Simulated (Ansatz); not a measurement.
## Generalised stacking fault on (111) (glide set) of a GaP-AlP solid solution (72 atoms): support functions against a reference

Wanted: errors and times of a linear-scaling basis for generalised stacking fault on (111) (glide set) of a GaP-AlP solid solution (72 atoms). A setting counts as converged where the r.m.s. difference of forces stays under 1 % of the r.m.s. force.

Main program and level: Ansatz 0.2.0; Kohn-Sham DFT, PBE, PAW (set soft_2), plane waves.

## Step 1: The structure

The cell holds 72 atoms: 18 Al, 36 P and 18 Ga. Its edges and angles: a = 6.683 Å, b = 11.576 Å, c = 19.111 Å, α = 90.0°, β = 88.3°, γ = 90.0°. It derives from GaP and AlP. Zinc-blende GaP lattice (a = 5.4569 Å, the value set for the mixture), cell with z along [111], 1 x 3 x 2 periods; the third cell vector is tilted by 0.083 of 1/2[11-2] and lengthened by 0.2 Å, so the cell holds one fault (glide set); displaced by a Gaussian of 0.01 Å; 18 of 36 Ga sites given to Al at random (lattice constant by Vegard's rule between GaP and AlP).

Before any run, some limits are plain. The host structure and its lattice constant were typed by rule, without a check against the phase diagram.

## Step 2: Plane-wave single point

This run is the reference for what follows, at a cutoff of 420 eV.

The input, input.yaml:

```yaml
crystal:
  lattice:
    - [6.68331, 0.0, 0.0]
    - [0.0, 11.57583, 0.0]
    - [0.55692, 0.0, 19.10326]
  atoms:
    - { symbol: Al, position: [0.4981, 0.16469, 0.0197] }
    - { symbol: P, position: [0.49127, 0.16679, 0.14378] }
    - { symbol: Ga, position: [0.81649, 0.16707, 0.18567] }
    - { symbol: P, position: [0.81024, 0.16841, 0.30947] }
    - { symbol: Ga, position: [0.99928, 0.00086, 0.0202] }
    - { symbol: P, position: [0.984, 0.99994, 0.14529] }
    - { symbol: Al, position: [0.31877, 0.00026, 0.18533] }
    - { symbol: P, position: [0.30674, 0.99992, 0.30897] }
    - { symbol: Ga, position: [0.63588, 0.00057, 0.35109] }
    - { symbol: P, position: [0.62711, 0.99819, 0.47508] }
    - { symbol: Al, position: [0.4975, 0.50025, 0.01993] }
    - { symbol: P, position: [0.48782, 0.50019, 0.14412] }
    - { symbol: Ga, position: [0.81607, 0.49929, 0.18554] }
    - { symbol: P, position: [0.80763, 0.49907, 0.30821] }
    - { symbol: Al, position: [0.99958, 0.33292, 0.0212] }
    - { symbol: P, position: [0.98661, 0.3325, 0.14419] }
    - { symbol: Ga, position: [0.31751, 0.33346, 0.18511] }
    - { symbol: P, position: [0.30819, 0.33304, 0.30974] }
    - { symbol: Al, position: [0.63731, 0.33354, 0.34983] }
    - { symbol: P, position: [0.63003, 0.33383, 0.47335] }
    - { symbol: Ga, position: [0.1383, 0.16518, 0.34972] }
    - { symbol: P, position: [0.12727, 0.16589, 0.47316] }
    - { symbol: Ga, position: [0.4548, 0.16698, 0.51505] }
    - { symbol: P, position: [0.44572, 0.16713, 0.63881] }
    - { symbol: Al, position: [0.77826, 0.16577, 0.67972] }
    - { symbol: P, position: [0.76451, 0.16812, 0.80432] }
    - { symbol: Ga, position: [0.95707, 0.99898, 0.51551] }
    - { symbol: P, position: [0.94539, 0.00038, 0.63795] }
    - { symbol: Al, position: [0.27711, 0.99979, 0.68001] }
    - { symbol: P, position: [0.26632, 0.99964, 0.80309] }
    - { symbol: Ga, position: [0.5975, 0.00029, 0.84556] }
    - { symbol: P, position: [0.58644, 0.99913, 0.9693] }
    - { symbol: Ga, position: [0.49809, 0.83227, 0.02075] }
    - { symbol: P, position: [0.48784, 0.83227, 0.14452] }
    - { symbol: Al, position: [0.8191, 0.834, 0.18553] }
    - { symbol: P, position: [0.80681, 0.83366, 0.3098] }
    - { symbol: Ga, position: [0.9983, 0.66708, 0.0211] }
    - { symbol: P, position: [0.98841, 0.66769, 0.14438] }
    - { symbol: Al, position: [0.31534, 0.66656, 0.18487] }
    - { symbol: P, position: [0.30851, 0.66552, 0.30996] }
    - { symbol: Al, position: [0.64173, 0.66677, 0.35088] }
    - { symbol: P, position: [0.6275, 0.66695, 0.47434] }
    - { symbol: Ga, position: [0.13913, 0.4993, 0.34953] }
    - { symbol: P, position: [0.12757, 0.49988, 0.47545] }
    - { symbol: Al, position: [0.45586, 0.49997, 0.51595] }
    - { symbol: P, position: [0.44674, 0.50024, 0.63909] }
    - { symbol: Al, position: [0.77615, 0.49908, 0.68094] }
    - { symbol: P, position: [0.76547, 0.50033, 0.80384] }
    - { symbol: Al, position: [0.95702, 0.33394, 0.51502] }
    - { symbol: P, position: [0.94763, 0.3328, 0.63998] }
    - { symbol: Al, position: [0.277, 0.33503, 0.67968] }
    - { symbol: P, position: [0.2679, 0.33295, 0.80581] }
    - { symbol: Ga, position: [0.59525, 0.3315, 0.84581] }
    - { symbol: P, position: [0.58895, 0.33201, 0.96894] }
    - { symbol: Al, position: [0.09475, 0.16751, 0.84539] }
    - { symbol: P, position: [0.08513, 0.16751, 0.96848] }
    - { symbol: Al, position: [0.1344, 0.83139, 0.35079] }
    - { symbol: P, position: [0.12686, 0.83433, 0.47359] }
    - { symbol: Al, position: [0.45487, 0.83207, 0.51549] }
    - { symbol: P, position: [0.44514, 0.83381, 0.63928] }
    - { symbol: Ga, position: [0.77473, 0.83262, 0.68084] }
    - { symbol: P, position: [0.76435, 0.83534, 0.80375] }
    - { symbol: Ga, position: [0.95425, 0.66741, 0.51579] }
    - { symbol: P, position: [0.94752, 0.66631, 0.6391] }
    - { symbol: Ga, position: [0.27823, 0.66597, 0.67865] }
    - { symbol: P, position: [0.26436, 0.66618, 0.8038] }
    - { symbol: Ga, position: [0.59704, 0.66634, 0.84504] }
    - { symbol: P, position: [0.58682, 0.66693, 0.96825] }
    - { symbol: Ga, position: [0.09749, 0.50025, 0.84606] }
    - { symbol: P, position: [0.08499, 0.49922, 0.97104] }
    - { symbol: Al, position: [0.09915, 0.83486, 0.84413] }
    - { symbol: P, position: [0.08552, 0.83301, 0.96964] }
kpoints:
  mp_grid: { grid: [2, 1, 1] }
hamiltonian:
  xc: pbe
scf:
  occupations: { method: fermi_dirac, width: 0.025 }
output:
  forces: true
  stress: true
  populations: intrinsic
  dos:
    method: { smearing: { sigma: 0.1 } }
    de: 0.1
    projected: { site_lists: { Al: [Al], Ga: [Ga], P: [P] } }
  eigenvalues: true
  write_density: true
  write_potential: true
  volumetric_format: npy
  elf: true
```

Launch:

```
$ ansatz run input.yaml --threads 4 --pin off --max-ram 8192MiB --backend cpu --events-out ev --progress --plain --runs-dir out
```

Numbers of over 12 decimals in the logs are rounded to 6 here.

Output:

```text
Engine: ansatz 0.2.0, aarch64-unknown-linux-gnu
Pseudopotentials: kind: paw
Pseudopotential: Al, paw, valence charge 3, recommended cutoff 420 eV (normal), Al.paw.azcp
Pseudopotential: P, paw, valence charge 5, recommended cutoff 420 eV (normal), P.paw.azcp
Pseudopotential: Ga, paw, valence charge 13, recommended cutoff 420 eV (normal), Ga.paw.azcp
[... 5 lines on functional and potentials left out ...]
Crystal: 72 atoms, lattice volume = 1477.921 Å³
Basis set: ecut = 420 eV, 28917 PW (Γ), exchange–correlation on 90×160×256 points (8 copies of the dense FFT grid, shifted against one another)
Bands: 306, of which v1, the nominal top of the filled ones, is band 234 counted from 1 (233 counted from 0)
Symmetry: 1 space group operations
Space group: P1 (ITA 1), of the structure as read, at distance tolerance 1.1e-4 Å
k-points: 2
[... 7 lines on functional and potentials left out ...]
Initial density: superposition of atomic densities (neutral atoms: chi_scale 0, normalization atom), corrected by the library's trained network
Initial wavefunctions: pseudopotential atomic-orbital guess
Functional: x = pbe(κ = 0.804, μ = 0.219515), c = pbe(β = 0.066725)
SCF iter   1: F=—  HF=-105004.553636 eV  |F-HF|=—  |Δ(HF+E_count)|=         —  Δρ=2.07e-3  dr2=1.94e-1  ethr=1.77e-3  ⟨swp⟩=8.0  Hψ=2868  notcnv=0  defer=48
preconditioner: auto → Resta (q_TF=auto, 2.252 Å⁻¹)  ε∞=4.0  [insulator: Δε(μ)=0.632 eV  Ē_g=12.094 eV  σ=0.025 eV  W_gap=1.00  n_scr=288 (ndim 8)  ℏωp=20.9 eV  f_vac=0.000  D(μ)=0.00/eV (n_scr^D=0)  ε∞_Penn≈4.0]
SCF iter   2: F=—  HF=-105004.491117 eV  |F-HF|=—  |Δ(HF+E_count)|=   6.25e-2  Δρ=1.20e-3  dr2=2.30e-2  ethr=4.14e-5  ⟨swp⟩=3.0  Hψ=1202  notcnv=0  defer=122
SCF iter   3: F=—  HF=-105004.488892 eV  |F-HF|=—  |Δ(HF+E_count)|=   2.23e-3  Δρ=5.91e-4  dr2=5.70e-3  ethr=4.91e-6  ⟨swp⟩=2.0  Hψ=952  notcnv=0  defer=122
SCF iter   4: F=—  HF=-105004.489093 eV  |F-HF|=—  |Δ(HF+E_count)|=   2.00e-4  Δρ=1.94e-4  dr2=6.15e-4  ethr=1.22e-6  ⟨swp⟩=2.0  Hψ=958  notcnv=0  defer=122
SCF iter   5: F=—  HF=-105004.488917 eV  |F-HF|=—  |Δ(HF+E_count)|=   1.76e-4  Δρ=6.75e-5  dr2=8.01e-5  ethr=1.31e-7  ⟨swp⟩=2.0  Hψ=958  notcnv=0  defer=122
SCF iter   6: F=—  HF=-105004.488304 eV  |F-HF|=—  |Δ(HF+E_count)|=   6.13e-4  Δρ=1.96e-5  dr2=1.15e-5  ethr=1.71e-8  ⟨swp⟩=2.0  Hψ=959  notcnv=0  defer=122
SCF iter   7: F=—  HF=-105004.488308 eV  |F-HF|=—  |Δ(HF+E_count)|=   3.44e-6  Δρ=6.44e-6  dr2=1.14e-6  ethr=2.47e-9  ⟨swp⟩=2.5  Hψ=990  notcnv=0  defer=122
SCF iter   8: F=—  HF=-105004.488308 eV  |F-HF|=—  |Δ(HF+E_count)|=   5.96e-7  Δρ=2.37e-6  dr2=1.38e-7  ethr=2.43e-10  ⟨swp⟩=2.0  Hψ=993  notcnv=0  defer=122
SCF iter   9: F=-105004.488308 eV  HF=-105004.488308 eV  |F-HF|=3.51e-8  |Δ(HF+E_count)|=   7.64e-8  Δρ=1.07e-6  dr2=3.25e-8  ethr=2.14e-11  ⟨swp⟩=19.0  Hψ=5512  notcnv=0
SCF 1 converged in 9 iterations: F = -105004.488308 eV  dr2 = 3.25e-8
  greatest PAW one-centre occupation: 0.995 electrons in one spin orbital (limit 2), on the Ga atom at site 4 (counted from 0), in its partial waves of l = 2
SCF converged after 9 iterations
Free energy (F): -105004.488308 eV
Harris-Foulkes:  -105004.488308 eV  (|F-HF|=3.51e-8)
Internal energy: -105004.488279 eV  (E = F + TS)
E sigma→0 (E₀):  -105004.488294 eV
Entropy (-TS):   -0.000029 eV (-0.000 meV/atom)
Fermi energy:    7.251738 eV
--- Per-component energies (eV) ---
  E_band       = -1160.129173
  E_kinetic    = 5047.507070
  E_local      = -48289.329513  (includes V_loc(G=0)·N_el)
  E_nonlocal   = 9066.733680
  E_hartree    = 22265.281195
  E_xc         = -4180.007134
  E_vxc        = -3761.114362  (∫ρ·V_xc dr)
  E_paw        = -64720.088258  (= ΣΔE_a)
  E_vpaw       = -7754.490447  (= ΣTr[D̂ρ^β])
  E_aug_tail   = -0.001917  (compensation charges beyond the density's cutoff)
  E_ewald      = -24194.583403
  E_smearing   = -0.000029  (= −TS)
  E_closure    = -0.000000  (closes the sum)
  Σ components = -105004.488308   (vs F -105004.488308, Δ=0.00e0)
--- Forces (eV/Å), atoms counted from 1 ---
  atom   1  Al    -1.49166453     0.29507416     0.14705973
  atom   2  P     -0.39395760    -0.03479370    -0.17406769
  atom   3  Ga     0.13060684    -0.05351752     0.16862332
  atom   4  P     -0.26545721    -0.26089781    -0.08191894
  atom   5  Ga    -1.34161219    -0.08497662     0.29289867
  atom   6  P      0.27776953     0.14168750    -0.37050895
  atom   7  Al    -0.05837463     0.00993261    -0.06187981
  atom   8  P      0.00696909    -0.26008865    -0.08271278
  atom   9  Ga     0.06777912     0.13537261     0.08060441
  atom  10  P     -0.09171003     0.20523789    -0.12203041
  atom  11  Al    -1.48958997    -0.15906615    -0.00562101
  atom  12  P     -0.14862693     0.03162470    -0.23804128
  atom  13  Ga     0.14444314     0.11400263    -0.11131954
  atom  14  P      0.02221425     0.14815113     0.19467120
[...]
atom  71  Al    -0.28139477    -0.19917708     0.39527859
  atom  72  P      1.52249008     0.12543023    -0.45591668
  max |Σ_I F_I| component: 4.63e-5 eV/Å
--- Stress (GPa, compression-positive) ---
        1.379516      -0.040203      -0.772961
       -0.040202       5.265069       0.034205
       -0.772943       0.034205       1.140590
  P = ⅓ Tr σ = 2.5951 GPa (25.951 kbar)
--- Band table (eV) ---
  k-point 0: bands = ["-8.6094", "-8.5907", "-8.5793", "-8.5724", [... 290 levels ...], "10.6917", "10.7004", "10.7278", "10.7516", "10.7656", "10.7700", "10.7990", "10.8250", "10.8312", "10.8429", "10.8610", "10.8771"]
  k-point 1: bands = ["-8.6099", "-8.5950", "-8.5820", "-8.5727", [... 290 levels ...], "10.8143", "10.8352", "10.8457", "10.8726", "10.8883", "10.9005", "10.9416", "10.9662", "10.9714", "10.9842", "11.0105", "11.0279"]
--- intrinsic populations: 72 sites ---
  site symbol       q [e]
     0     Al      2.5947
     1      P      5.2021
     2     Ga     12.9649
[...]
71      P      5.1708
  spilling = 0.000000 (of n_electrons = 468.000000)
```

Wall time 66 s (4 threads of Arm Neoverse V1, shared host); peak memory 4.5 GiB.

Numbers from this run:

- free energy: -105004.4883 eV
- free energy per atom: -1458.3957 eV/atom
- SCF cycles: 9
- pressure: 2.595 GPa
- r.m.s. force component: 0.3853 eV/Å
- longest force: 1.774 eV/Å
- Fermi energy: 7.252 eV
- gap (highest filled to lowest empty level): 0.4909 eV

The r.m.s. force component of 0.39 eV/Å and the pressure of 2.6 GPa set the scale for the differences below.

## Step 3: Support functions low

With localised support functions most steps grow linearly with size, though the diagonalisation grows faster unless the density matrix is cut; this run measures error and cost at this size. The level low gives here a grid of 30×54×90 points and a radius of 4.09 Å.

This step: Kohn-Sham DFT, PBE, PAW (set soft_2), localised support functions (low) (Ansatz 0.2.0).

input.yaml, the sections that differ from step 2:

```yaml
scf:
  occupations: { method: fermi_dirac, width: 0.025 }
  eigensolver: { kind: { support_functions: { accuracy: low } } }
  mixing: { beta: 0.4 }
  max_iter: 150
output:
  forces: true
  eigenvalues: true
# crystal, kpoints, hamiltonian: as in step 2
```

Output:

```text
Warning: scf.eigensolver.kind.support_functions: disabling space-group detection — the functions' gradient is summed over unrotated k-points, so no spatial operation reduces the k-mesh or symmetrises the density; time reversal is kept, so that k and −k are solved as one point where they differ and the mesh holds both, and exact exchange and, on two spinor components, a DFT+U term hold to it where the run has them: [...]
settings of this run that can trade accuracy for cost: scf.eigensolver.kind.support_functions; scf.eigensolver.kind.support_functions.accuracy: low [...]
[...]
Crystal: 72 atoms, lattice volume = 1477.921 Å³
Basis set: ecut = 420 eV, 28917 PW (Γ), exchange–correlation on 90×160×256 points (8 copies of the dense FFT grid, shifted against one another)
Bands: 281, of which v1, the nominal top of the filled ones, is band 234 counted from 1 (233 counted from 0)
Symmetry: 1 space group operations
k-points: 2
[...]
Eigensolver: Support functions (low, 30×54×90 points, laid for a spacing of at most 0.228497 Å, radius 4.085756 Å, 2 species' potentials softened for the grid, 3 wholly corrected for its errors in the mean over positions, 3 with the egg-box correction, energy correction by stochastic trace)
[...]
SCF iter   1: F=—  HF=-104980.818581 eV  |F-HF|=—  |Δ(HF+E_count)|=         —  Δρ=3.79e-2  dr2=2.15e1  ethr=1.00e-1
[...]
SCF iter  11: F=—  HF=-105004.513078 eV  |F-HF|=—  |Δ(HF+E_count)|=   2.50e-3  Δρ=4.10e-5  dr2=2.93e-5  ethr=1.29e-8  κ⁻¹=1.6e-6(r=7)
SCF iter  12: F=-105004.515124 eV  HF=-105004.515126 eV  |F-HF|=2.38e-6  |Δ(HF+E_count)|=   2.05e-3  Δρ=1.15e-5  dr2=2.53e-6  ethr=6.27e-9
SCF 1 converged in 12 iterations: F = -105004.550006 eV  dr2 = 2.53e-6
[...]
SCF converged after 12 iterations
Stability not checked: this state was not tested for a lower state beside it, because the mixer in use, unlike msr1, does not test its closes by its own steps (another_mixer; see scf.mixing.algorithm and scf.lower_state_search)
Free energy (F): -105004.550006 eV
[...]
Internal energy: -105004.549976 eV  (E = F + TS)
E sigma→0 (E₀):  -105004.549991 eV
Entropy (-TS):   -0.000029 eV (-0.000 meV/atom)
Fermi energy:    7.252125 eV
[...]
Σ components = -105004.550006   (vs F -105004.550006, Δ=0.00e0)
--- Forces (eV/Å), atoms counted from 1 ---
  atom   1  Al    -1.49151382     0.29469103     0.14626884
  atom   2  P     -0.39456925    -0.03511437    -0.17474387
  atom   3  Ga     0.13065814    -0.05369973     0.16887195
  atom   4  P     -0.26552343    -0.26042864    -0.08142920
[...]
atom  72  P      1.52231363     0.12566554    -0.45639477
  max |Σ_I F_I| component: 5.27e-3 eV/Å
--- Band table (eV) ---
[...]
```

Elapsed: 2 min, on 4 threads; peak memory 2.8 GiB; 7.7 min of CPU time.

The program notes that the band table was not solved further than the SCF left it and it switched symmetry off.

Keys that differ from the reference: support_functions.accuracy = "low", scf.max_iter = 150 and scf.mixing.beta = 0.4.

Forces differ from the reference by 0.38 meV/Å r.m.s., 0.099 % of their size, well within a tolerance of 1 %; the energy by -0.86 meV/atom. It took 2 min and 12 cycles; the reference's time can't be set against it, since the two runs asked for unlike analyses.

## Step 4: Support functions medium

The level medium is asked for. Here it resolves to the same grid and radius as in the run with support functions low, so the basis is not new.

This step: Kohn-Sham DFT, PBE, PAW (set soft_2), localised support functions (medium) (Ansatz 0.2.0).

input.yaml, the sections that differ from step 3:

```yaml
scf:
  occupations: { method: fermi_dirac, width: 0.025 }
  eigensolver: { kind: { support_functions: { accuracy: medium } } }
  mixing: { beta: 0.4 }
  max_iter: 150
# crystal, kpoints, hamiltonian, output: as in step 3
```

Output:

```text
[...]
Crystal: 72 atoms, lattice volume = 1477.921 Å³
Basis set: ecut = 420 eV, 28917 PW (Γ), exchange–correlation on 90×160×256 points (8 copies of the dense FFT grid, shifted against one another)
Bands: 281, of which v1, the nominal top of the filled ones, is band 234 counted from 1 (233 counted from 0)
Symmetry: 1 space group operations
k-points: 2
[...]
Eigensolver: Support functions (medium, 30×54×90 points, laid for a spacing of at most 0.228497 Å, radius 4.085756 Å, 2 species' potentials softened for the grid, 3 wholly corrected for its errors in the mean over positions, 3 with the egg-box correction, energy correction by stochastic trace)
[...]
SCF iter   1: F=—  HF=-104980.818581 eV  |F-HF|=—  |Δ(HF+E_count)|=         —  Δρ=3.79e-2  dr2=2.15e1  ethr=1.00e-1
[...]
SCF iter  12: F=—  HF=-105004.515126 eV  |F-HF|=—  |Δ(HF+E_count)|=   2.05e-3  Δρ=1.15e-5  dr2=2.53e-6  ethr=6.27e-9  κ⁻¹=2.2e-6(r=7)
SCF iter  13: F=-105004.516832 eV  HF=-105004.516832 eV  |F-HF|=1.86e-8  |Δ(HF+E_count)|=   1.71e-3  Δρ=5.78e-6  dr2=8.37e-7  ethr=5.40e-10
SCF 1 converged in 13 iterations: F = -105004.549963 eV  dr2 = 8.37e-7
[...]
SCF converged after 13 iterations
[...]
Free energy (F): -105004.549963 eV
[...]
Internal energy: -105004.549933 eV  (E = F + TS)
E sigma→0 (E₀):  -105004.549948 eV
Entropy (-TS):   -0.000029 eV (-0.000 meV/atom)
Fermi energy:    7.252152 eV
[...]
Σ components = -105004.549963   (vs F -105004.549963, Δ=0.00e0)
--- Forces (eV/Å), atoms counted from 1 ---
  atom   1  Al    -1.49162734     0.29472894     0.14637853
  atom   2  P     -0.39456129    -0.03512385    -0.17480755
  atom   3  Ga     0.13064823    -0.05365116     0.16889667
  atom   4  P     -0.26553800    -0.26038367    -0.08144246
[...]
atom  72  P      1.52245243     0.12564521    -0.45646908
  max |Σ_I F_I| component: 4.79e-3 eV/Å
--- Band table (eV) ---
[...]
```

The job ended after 2.1 min (4 threads; peak memory 2.8 GiB; 8.2 min of CPU time).

Keys that differ from the reference: support_functions.accuracy = "medium", scf.max_iter = 150 and scf.mixing.beta = 0.4.

Forces differ from the reference by 0.38 meV/Å r.m.s., 0.097 % of their size, well within a tolerance of 1 %; the energy by -0.86 meV/atom. It took 2.1 min and 13 cycles; the reference's time can't be set against it, since the two runs asked for unlike analyses.

## Step 5: Support functions medium, radius 3.27 Å

The radius confines each support function; a larger one gives more freedom and more work per atom.

input.yaml, the sections that differ from step 4:

```yaml
scf:
  occupations: { method: fermi_dirac, width: 0.025 }
  eigensolver: { kind: { support_functions: { accuracy: medium, radius: 3.27 } } }
  mixing: { beta: 0.4 }
  max_iter: 150
# crystal, kpoints, hamiltonian, output: as in step 4
```

Output:

```text
Warning: scf.eigensolver.kind.support_functions: disabling space-group detection — the functions' gradient is summed over unrotated k-points, so no spatial operation reduces the k-mesh or symmetrises the density; time reversal is kept, so that k and −k are solved as one point where they differ and the mesh holds both, and exact exchange and, on two spinor components, a DFT+U term hold to it where the run has them: [...]
settings of this run that can trade accuracy for cost: scf.eigensolver.kind.support_functions [...]
Engine: ansatz 0.2.0, aarch64-unknown-linux-gnu
Pseudopotentials: kind: paw
Pseudopotential: Al, paw, valence charge 3, recommended cutoff 420 eV (normal), Al.paw.azcp
Pseudopotential: P, paw, valence charge 5, recommended cutoff 420 eV (normal), P.paw.azcp
Pseudopotential: Ga, paw, valence charge 13, recommended cutoff 420 eV (normal), Ga.paw.azcp
[... 5 lines on functional and potentials left out ...]
Error: SCF: the radius of support functions is under 3.89 Å, the least for these sites at the functions' level (scf.eigensolver.kind.support_functions.accuracy). Use scf.eigensolver.kind: auto, or type scf.eigensolver.kind.support_functions.radius at least as long, [...]
```

Run time: 2 s. Hardware: 4 threads; peak memory 0.32 GiB.

The program refuses radii under 3.89 Å for these atoms at this level.

(Part 1 of 2 ends here.)

[Logs are printed without paths, hosts, clocks, repeated set-up lines and the standing remarks that a program may print on its own settings, such as how far it seeks lower states.]

[Hosts, paths, dates, database ids (printed as entryN), source tags and the programs' standing remarks are cut or masked in the printed files.]
